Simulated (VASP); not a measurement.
# Sn (I4_1/amd) in VASP: notebook

One crystal, Sn, is run at these levels: r2SCAN; tasks: relaxation of cell and atoms.

All numbers are computed with VASP 6.6.1; they aren't measurements. Logs are shortened: lines on timing, memory, paths and dates and some standing lists are left out, and cuts for length are marked.

**1. The structure**

It takes space group I4_1/amd (No. 141, tetragonal). Conventional cell: a = 5.839 Å, b = 5.839 Å, c = 3.188 Å, α = 90.00°, β = 90.00°, γ = 90.00°. Sn (site symmetry -4m2) is surrounded by 6 Sn at 3.03 to 3.19 Å.

**2. Relaxation of cell and atoms, r2SCAN**

The input, INCAR:

```
  PREC = Accurate
  ENCUT = 600
  EDIFF = 1E-6
  ISMEAR = 1
  SIGMA = 0.1
  LREAL = F
  LASPH = T
  NELM = 80
  ALGO = Normal
  ISIF = 3
  LWAVE = F
  LCHARG = F
  METAGGA = R2SCAN
  LMIXTAU = T
  IBRION = 2
  NSW = 90
  EDIFFG = -0.01
```

The input, KPOINTS:

```
regular mesh
0
Gamma
  16 16 16
```

The input, POSCAR:

```
Sn
1.0
   -2.9196440750      2.9196440750      1.5938000000
    2.9196440750     -2.9196440750      1.5938000000
    2.9196440750      2.9196440750     -1.5938000000
Sn
2
Direct
    0.0000000000      0.0000000000      0.0000000000
    0.7500000000      0.2500000000      0.5000000000
```

Potentials or basis: VASP PAW PBE potentials, release 64 (Sn_d).

Started as:

```bash
> cat potpaw_PBE.64/Sn_d/POTCAR > POTCAR
> mpirun -np 1 vasp_std > vasp.out
```

OUTCAR:

```text
PREC = Accurate
   ENCUT = 600
   EDIFF = 1E-6
   ISMEAR = 1
   LREAL = F
   LASPH = T
   NELM = 80
   ISIF = 3
   METAGGA = R2SCAN
   IBRION = 2
   NSW = 90
   EDIFFG = -0.01

 ion  position               nearest neighbor table
   1  0.000  0.000  0.000-   2 3.03   2 3.03   2 3.03   2 3.03
   2  0.750  0.250  0.500-   1 3.03   1 3.03   1 3.03   1 3.03

  LATTYP: Found a body centered tetragonal cell.
 ALAT       =     5.8392881500
 C/A-ratio  =     0.5458884573

  Lattice vectors:

 A1 = (  -2.9196440750,   2.9196440750,   1.5938000000)
 A2 = (   2.9196440750,  -2.9196440750,   1.5938000000)
 A3 = (   2.9196440750,   2.9196440750,  -1.5938000000)

Analysis of symmetry for initial positions (statically):
=====================================================================
 Subroutine PRICEL returns:
 Original cell was already a primitive cell.

 Routine SETGRP: Setting up the symmetry group for a
 body centered tetragonal supercell.

 Subroutine GETGRP returns: Found 16 space group operations
 (whereof  8 operations were pure point group operations)
 out of a pool of 16 trial point group operations.

The static configuration has the point symmetry D_2d.
 The point group associated with its full space group is D_4h.

Analysis of symmetry for dynamics (positions and initial velocities):
=====================================================================
 Subroutine PRICEL returns:
 Original cell was already a primitive cell.

 Routine SETGRP: Setting up the symmetry group for a
 body centered tetragonal supercell.

 Subroutine GETGRP returns: Found 16 space group operations
 (whereof  8 operations were pure point group operations)
 out of a pool of 16 trial point group operations.

The dynamic configuration has the point symmetry D_2d.
 The point group associated with its full space group is D_4h.

 Subroutine INISYM returns: Found 16 space group operations
 (whereof  8 operations are pure point group operations),
 and found     1 'primitive' translations

----------------------------------------------------------------------------------------

                                     Primitive cell

  volume of cell :      54.3443

  direct lattice vectors                    reciprocal lattice vectors
    -2.919644075  2.919644075  1.593800000     0.000000000  0.171253751  0.313715648
     2.919644075 -2.919644075  1.593800000     0.171253751  0.000000000  0.313715648
     2.919644075  2.919644075 -1.593800000     0.171253751  0.171253751  0.000000000

  length of vectors
[... 95 lines left out ...]
   EMIN   =  10.00;   EMAX   =-10.00  energy-range for DOS
   EFERMI =   0.00;   METHOD = LEGACY
   ISMEAR =     1;   SIGMA  =   0.10  broadening in eV -4-tet -1-fermi 0-gaus
   EFERMI_NEDOS =   21; number of points for ismear=-14 and -15
   IALGO  =     38    algorithm
   IMIX   =      4    mixing-type and parameters
     AMIX     =   0.40;   BMIX     =  1.00
     AMIX_MAG =   1.60;   BMIX_MAG =  1.00
  volume/ion in A,a.u.               =      27.17       183.37
  Fermi-wavevector in a.u.,A,eV,Ry     =   1.312430  2.480134 23.435677  1.722474
  Thomas-Fermi vector in A             =   2.442823
   LORBIT       =      0    0 simple, 1 ext, 2 COOP (PROOUT), +10 PAW based schemes
   METAGGA = R2SCAN    functional components
   LHFCALC =     F    Hartree Fock is set to
   AEXX    =    0.0000 exact exchange contribution
   IVDW    =     0    specifies the selected vdW correction
   LEPSILON=     F    determine dielectric tensor
   LRPA    =     F    only Hartree local field effects (RPA)
 conjugate gradient relaxation of ions
 non-spin polarized calculation
 Methfessel and Paxton  Order N= 1 SIGMA  =   0.10
  energy-cutoff  :      600.00
  volume of cell :       54.34
 maximum number of plane-waves:      1842
   NGX = 17   NGY = 17   NGZ = 17

--------------------------------------- Ionic step        1  -------------------------------------------

 number of electron      27.9999999 magnetization

 Free energy of the ion-electron system (eV)
  ---------------------------------------------------
  ext. energy  EPLUGINS =         0.00000000
  ---------------------------------------------------
  free energy    TOTEN  =       -49.24635358 eV

  energy without entropy =      -49.24602564  energy(sigma->0) =      -49.24624427

------------------------ aborting loop because EDIFF is reached ----------------------------------------

  FORCE on cell =-STRESS in cart. coord.  units (eV):
  Direction    XX          YY          ZZ          XY          YZ          ZX
  --------------------------------------------------------------------------------------
  -------------------------------------------------------------------------------------
  Total        0.3641790      0.3641790      0.1365064      0.0000000      0.0000000      0.0000000
  in kB       10.7367263     10.7367263      4.0244807      0.0000000      0.0000000      0.0000000
  external PRESSURE =       8.4993111 kB  Pullay stress =       0.0000000 kB
[... 131 lines left out ...]
--------------------------------------- Ionic step        5  -------------------------------------------

 number of electron      27.9999990 magnetization

 Free energy of the ion-electron system (eV)
  ---------------------------------------------------
  ext. energy  EPLUGINS =         0.00000000
  ---------------------------------------------------
  free energy    TOTEN  =       -49.24917080 eV

  energy without entropy =      -49.24851129  energy(sigma->0) =      -49.24895096

 E-fermi :   7.7318     XC(G=0): -11.0434

 val. band max:        7.7170988415   @ k =   0.1875   0.1250  -0.0000
 cond. band min:       7.7338724437   @ k =   0.3750   0.3750   0.1250
 fundamental gap:      0.0167736022
 Fermi energy:         7.7318241343

 k-point     1 :       0.0000    0.0000    0.0000
  band No.  band energies     occupation
      1     -14.6173      2.00000
      2     -14.5383      2.00000
      3     -14.4839      2.00000
      4     -14.4829      2.00000
      5     -14.3168      2.00000
      6     -14.3168      2.00000
[... 481 lines left out ...]
      5     -14.3184      2.00000
      6     -14.3151      2.00000
[... 10 lines left out ...]
     17      13.9251      0.00000
     18      14.9903      0.00000

 [... further k-points ...]

------------------------ aborting loop because EDIFF is reached ----------------------------------------

  FORCE on cell =-STRESS in cart. coord.  units (eV):
  Direction    XX          YY          ZZ          XY          YZ          ZX
  --------------------------------------------------------------------------------------
  -------------------------------------------------------------------------------------
  Total        0.0028635      0.0028635      0.0029517      0.0000000     -0.0000000      0.0000000
  in kB        0.0831750      0.0831750      0.0857368      0.0000000     -0.0000000      0.0000000
  external PRESSURE =       0.0840289 kB  Pullay stress =       0.0000000 kB
[... 17 lines left out ...]
  FREE ENERGIE OF THE ION-ELECTRON SYSTEM (eV)
  ---------------------------------------------------
  free  energy   TOTEN  =       -49.2491707965 eV

  energy  without entropy=      -49.2485112934  energy(sigma->0) =      -49.24895096

 reached required accuracy - stopping structural energy minimisation
```

OSZICAR:

```text
N       E                     dE             d eps       ncg     rms          rms(c)
DAV:   1     0.169462178186E+03    0.16946E+03   -0.16671E+04 12594   0.271E+03
DAV:   2    -0.339011471113E+02   -0.20336E+03   -0.20113E+03 12572   0.484E+02
[... 54 lines left out ...]
DAV:   1    -0.492499779056E+02   -0.84573E-03   -0.23472E-02 14566   0.151E+00    0.147E-01
DAV:   2    -0.492494079041E+02    0.57000E-03   -0.12935E-03 14140   0.626E-01    0.880E-02
DAV:   3    -0.492491369407E+02    0.27096E-03   -0.54164E-04 15596   0.404E-01    0.106E-02
DAV:   4    -0.492491584822E+02   -0.21541E-04   -0.14968E-04 13056   0.152E-01    0.679E-03
DAV:   5    -0.492491699052E+02   -0.11423E-04   -0.13898E-05 12840   0.379E-02    0.391E-03
DAV:   6    -0.492491707965E+02   -0.89128E-06   -0.17170E-06 10124   0.157E-02
   5 F= -.49249171E+02 E0= -.49248951E+02  d E =-.180707E-03
```

It took 2.1 h on 1 thread of AMD EPYC 7R13 (Zen 3), shared host; peak memory 0.47 GiB.

What came out:

```
Free energy                            : -49.2492 eV
Relaxed volume                         : 27.58 Å³/atom
Relaxed cell                           : a = 4.456 Å, b = 4.456 Å, c = 4.456 Å, α = 97.33°, β = 97.33°, γ = 138.13°
Space group after relaxing (to 0.05 Å) : I4_1/amd (No. 141)
Energy gained by relaxing              : 1.4 meV/atom
Ionic steps                            : 5
Pressure after relaxing                : 0.0 GPa
Band gap on the k mesh                 : none (metal or under the smearing width)
```

The path:
| step | energy change (eV) | largest force (eV/Å) | pressure (GPa) | volume (Å³) |
| --- | --- | --- | --- | --- |
| 1 | 0.0000 | 0.0000 | 0.85 | 54.34 |
| 2 | -0.0024 | 0.0000 | -0.30 | 55.49 |
| 3 | -0.0026 | 0.0000 | -0.05 | 55.23 |
| 4 | -0.0028 | 0.0000 | -0.02 | 55.19 |
| 5 | -0.0028 | 0.0000 | 0.01 | 55.16 |

Final structure:
```
Sn
1.0
    -2.94303    2.94303    1.59207
     2.94303   -2.94303    1.59207
     2.94303    2.94303   -1.59207
Sn
2
Direct
  0.00000 0.00000 0.00000
  0.75000 0.25000 0.50000
```

Levels at points of the mesh, in eV from the Fermi level:
```
           k point  band 12  band 13  band 14  band 15  band 16  band 17
(0.00, 0.00, 0.00)    -3.79    -2.16    -2.16     3.34     6.40     6.40
(0.50, 0.00, 0.00)    -5.56    -2.37    -1.88    -1.23     2.53     2.96
(0.50, 0.50, 0.00)    -9.25     0.50     0.50     1.70     1.70     6.44
(0.50, 0.50, 0.50)    -7.88    -4.97    -4.97     5.41     5.41     9.67
```

Caveat: the PAW data sets were made with another functional, which shifts forces and pressure a little. Zero-point motion and thermal expansion aren't in these numbers.

**3. Relaxation of cell and atoms, r2SCAN**

This run uses another cell than the first one, of 27.58 Å³/atom, 1.015 times its volume.

INCAR, as its differences from that of step 2:

```diff
@@ -2,3 +2,3 @@
   ENCUT = 600
-  EDIFF = 1E-6
+  EDIFF = 1E-7
   ISMEAR = 1
@@ -16,2 +16,2 @@
   NSW = 90
-  EDIFFG = -0.01
+  EDIFFG = -0.005
```

KPOINTS is that of step 2.

The input, POSCAR:

```
Sn                                      
1.0
   -2.9430250972      2.9430250972      1.5920742674
    2.9430250972     -2.9430250972      1.5920742674
    2.9430250972      2.9430250972     -1.5920742674
  Sn            
     2
Direct
     1.0000000000000000    0.0000000000000000    0.0000000000000000
     0.7500000000000000    0.2500000000000000    0.5000000000000000
```

Potentials or basis: VASP PAW PBE potentials, release 64 (Sn_d).

Started as:

```bash
> cat potpaw_PBE.64/Sn_d/POTCAR > POTCAR
> mpirun -np 1 vasp_std > vasp.out
```

OUTCAR:

```text
PREC = Accurate
   ENCUT = 600
   EDIFF = 1E-7
   ISMEAR = 1
   LREAL = F
   LASPH = T
   NELM = 80
   ISIF = 3
   METAGGA = R2SCAN
   IBRION = 2
   NSW = 90
   EDIFFG = -0.005

 ion  position               nearest neighbor table
   1  0.000  0.000  0.000-   2 3.05   2 3.05   2 3.05   2 3.05
   2  0.750  0.250  0.500-   1 3.05   1 3.05   1 3.05   1 3.05

  LATTYP: Found a body centered tetragonal cell.
 ALAT       =     5.8860501944
 C/A-ratio  =     0.5409652364

  Lattice vectors:

 A1 = (  -2.9430250972,   2.9430250972,   1.5920742674)
 A2 = (   2.9430250972,  -2.9430250972,   1.5920742674)
 A3 = (   2.9430250972,   2.9430250972,  -1.5920742674)

Analysis of symmetry for initial positions (statically):
=====================================================================
 Subroutine PRICEL returns:
 Original cell was already a primitive cell.

 Routine SETGRP: Setting up the symmetry group for a
 body centered tetragonal supercell.

 Subroutine GETGRP returns: Found 16 space group operations
 (whereof  8 operations were pure point group operations)
 out of a pool of 16 trial point group operations.

The static configuration has the point symmetry D_2d.
 The point group associated with its full space group is D_4h.

Analysis of symmetry for dynamics (positions and initial velocities):
=====================================================================
 Subroutine PRICEL returns:
 Original cell was already a primitive cell.

 Routine SETGRP: Setting up the symmetry group for a
 body centered tetragonal supercell.

 Subroutine GETGRP returns: Found 16 space group operations
 (whereof  8 operations were pure point group operations)
 out of a pool of 16 trial point group operations.

The dynamic configuration has the point symmetry D_2d.
 The point group associated with its full space group is D_4h.
[... 115 lines left out ...]
   EFERMI_NEDOS =   21; number of points for ismear=-14 and -15
   IALGO  =     38    algorithm
   IMIX   =      4    mixing-type and parameters
     AMIX     =   0.40;   BMIX     =  1.00
     AMIX_MAG =   1.60;   BMIX_MAG =  1.00
  volume/ion in A,a.u.               =      27.58       186.11
  Fermi-wavevector in a.u.,A,eV,Ry     =   1.305942  2.467872 23.204512  1.705483
  Thomas-Fermi vector in A             =   2.436777
   LORBIT       =      0    0 simple, 1 ext, 2 COOP (PROOUT), +10 PAW based schemes
   METAGGA = R2SCAN    functional components
   LHFCALC =     F    Hartree Fock is set to
   AEXX    =    0.0000 exact exchange contribution
   IVDW    =     0    specifies the selected vdW correction
   LEPSILON=     F    determine dielectric tensor
   LRPA    =     F    only Hartree local field effects (RPA)
 conjugate gradient relaxation of ions
 non-spin polarized calculation
 Methfessel and Paxton  Order N= 1 SIGMA  =   0.10
  energy-cutoff  :      600.00
  volume of cell :       55.16
 maximum number of plane-waves:      1876
   NGX = 17   NGY = 17   NGZ = 17

 number of electron      27.9999990 magnetization

 Free energy of the ion-electron system (eV)
  ---------------------------------------------------
  ext. energy  EPLUGINS =         0.00000000
  ---------------------------------------------------
  free energy    TOTEN  =       -49.24939236 eV

  energy without entropy =      -49.24873294  energy(sigma->0) =      -49.24917255

 E-fermi :   7.7317     XC(G=0): -11.0435

 val. band max:        7.7169447683   @ k =   0.1875   0.1250  -0.0000
 cond. band min:       7.7337740829   @ k =   0.3750   0.3750   0.1250
 fundamental gap:      0.0168293147
 Fermi energy:         7.7317457913

 k-point     1 :       0.0000    0.0000    0.0000
  band No.  band energies     occupation
      1     -14.6174      2.00000
      2     -14.5384      2.00000
      3     -14.4840      2.00000
      4     -14.4830      2.00000
      5     -14.3169      2.00000
      6     -14.3169      2.00000
[... 481 lines left out ...]
      5     -14.3185      2.00000
      6     -14.3152      2.00000
[... 10 lines left out ...]
     17      13.9251      0.00000
     18      14.9971      0.00000

 [... further k-points ...]

------------------------ aborting loop because EDIFF is reached ----------------------------------------

  FORCE on cell =-STRESS in cart. coord.  units (eV):
  Direction    XX          YY          ZZ          XY          YZ          ZX
  --------------------------------------------------------------------------------------
  -------------------------------------------------------------------------------------
  Total        0.0058846      0.0058846      0.0040330      0.0000000      0.0000000      0.0000000
  in kB        0.1709293      0.1709293      0.1171447      0.0000000      0.0000000      0.0000000
  external PRESSURE =       0.1530011 kB  Pullay stress =       0.0000000 kB

 VOLUME and BASIS-vectors are now :
 -----------------------------------------------------------------------------
  energy-cutoff  :      600.00
  volume of cell :       55.16
      direct lattice vectors                 reciprocal lattice vectors
    -2.943025097  2.943025097  1.592074267     0.000000000  0.169893216  0.314055701
     2.943025097 -2.943025097  1.592074267     0.169893216  0.000000000  0.314055701
     2.943025097  2.943025097 -1.592074267     0.169893216  0.169893216  0.000000000

 POSITION                                       TOTAL-FORCE (eV/Angst)
 -----------------------------------------------------------------------------------
      0.00000      0.00000      0.00000        -0.000000      0.000000      0.000000
     -0.00000      2.94303      0.79604         0.000000     -0.000000     -0.000000
 -----------------------------------------------------------------------------------
    total drift:                               -0.000000      0.000000     -0.000000

  FREE ENERGIE OF THE ION-ELECTRON SYSTEM (eV)
  ---------------------------------------------------
  free  energy   TOTEN  =       -49.2493923600 eV

  energy  without entropy=      -49.2487329363  energy(sigma->0) =      -49.24917255

 reached required accuracy - stopping structural energy minimisation
```

CONTCAR:

```text
Sn
   1.00000000000000
    -2.9430250972000001    2.9430250972000001    1.5920742673999999
     2.9430250972000001   -2.9430250972000001    1.5920742673999999
     2.9430250972000001    2.9430250972000001   -1.5920742673999999
  Sn
     2
Direct
     0.0000000000000000    0.0000000000000000    0.0000000000000000
     0.7500000000000000    0.2500000000000000    0.5000000000000000

  0.00000000E+00  0.00000000E+00  0.00000000E+00
  0.00000000E+00  0.00000000E+00  0.00000000E+00
```

Run time: 51 min. Hardware: 1 thread of AMD EPYC 7R13 (Zen 3), shared host; peak memory 0.45 GiB.

What came out:

* Free energy: -49.2494 eV
* Pressure after relaxing: 0.0 GPa
* Band gap on the k mesh: none (metal or under the smearing width)

Final structure:
```
CELL_PARAMETERS angstrom
-2.94303 2.94303 1.59207
2.94303 -2.94303 1.59207
2.94303 2.94303 -1.59207
ATOMIC_POSITIONS crystal
Sn 0.00000 0.00000 0.00000
Sn 0.75000 0.25000 0.50000
```

Caveat: the relaxation stopped at its first step, so nothing moved; the PAW data sets were made with another functional, which shifts forces and pressure a little.
